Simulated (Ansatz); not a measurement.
The system is P.

```
P
1.0
     1.72573    0.99635    3.12968
    -1.72573    0.99635    3.12968
     0.00000   -1.99270    3.12968
P
2
Cartesian
  0.0000 0.0000 7.2570
  0.0000 0.0000 2.1321
```

This isn't the form of P at room conditions, which is orthorhombic.

Base run:

| Item | Value |
| --- | --- |
| Program | Ansatz 0.2.0 |
| Functional | PBE |
| Potentials or basis | all-electron LAPW, scalar-relativistic |
| Cutoff | 219 eV (chosen from the basis error) |
| Basis error allowed | 0.001 eV/atom |
| k mesh | 9 × 9 × 9 |
| Occupations | gaussian, width 0.02 eV |
| Spin | no spin polarisation |

Its results: band gap on the k mesh none (metal or under the smearing width); pressure 1.9 GPa; largest force 0.219 eV/Å.

The run is repeated on the same cell with these changes: functional from PBE to PBEsol; occupations from gaussian, width 0.02 eV to gaussian, width 0.1 eV. What comes out?

Band gap on the k mesh none (metal or under the smearing width); pressure -1.8 GPa; largest force 0.258 eV/Å.
